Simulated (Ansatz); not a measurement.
The system is PbF2 (Fluorocronite).

```
Pb F
1.0
     0.00000    2.96366    2.96366
     2.96366    0.00000    2.96366
     2.96366    2.96366    0.00000
Pb F
1 2
Direct
  0.00000 0.00000 0.00000
  0.75000 0.75000 0.75000
  0.25000 0.25000 0.25000
```

Base run:

| Quantity | Value |
| --- | --- |
| Program | Ansatz 0.2.0 |
| Functional | PBE0 form with a typed share of exact exchange |
| Potentials or basis | Ansatz PAW |
| Cutoff | 420 eV (not typed: the program's choice for these potentials) |
| k mesh | 5 × 5 × 5 |
| Occupations | fermi-dirac, width 0.05 eV |
| Spin | no spin polarisation |

Its results: band gap on the k mesh 5.76 eV, indirect (least direct gap 6.01 eV); pressure 1.5 GPa.

**Question.** After a change of settings the same cell gave: band gap on the k mesh 5.35 eV, indirect (least direct gap 5.60 eV); pressure 1.9 GPa. Which change was it?
A. functional from PBE0 form with a typed share of exact exchange to PBE0; share of exact exchange from 0.15 to 0.25
B. share of exact exchange from 0.15 to 0.5
C. share of exact exchange from 0.15 to 0.1
D. share of exact exchange from 0.15 to 0.35

**Answer.** C.

Caveats: odd divisions of the mesh miss points on the zone boundary, where band edges often lie, so the gap on the mesh can be too wide; spin-orbit coupling is left out, which as a rule narrows the gap of such compounds by several tenths of an eV; the PAW data sets come from PBE, with cores solved anew for the run's functional, which leaves a small shift of forces and pressure; the thresholds are loose for stress.
